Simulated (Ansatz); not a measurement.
Structure types of Hf were relaxed at one common pressure (all-electron LAPW in Ansatz 0.2.0 under PBE, scalar-relativistic, no spin polarisation, zero temperature). They take these volumes:

| type | space group | V (Å³/atom) |
| --- | --- | --- |
| fcc | Fm-3m | 13.11 |
| bcc | Im-3m | 12.83 |
| hcp | P6_3/mmc | 13.15 |
| diamond | Fd-3m | 15.10 |
| beta tin | I4_1/amd | 13.27 |
| sc | Pm-3m | 13.57 |

Problem. At about which pressure, and is the densest type also the lowest in enthalpy?

Solution. 140 GPa. The densest is bcc, and it is also the lowest in enthalpy among these.
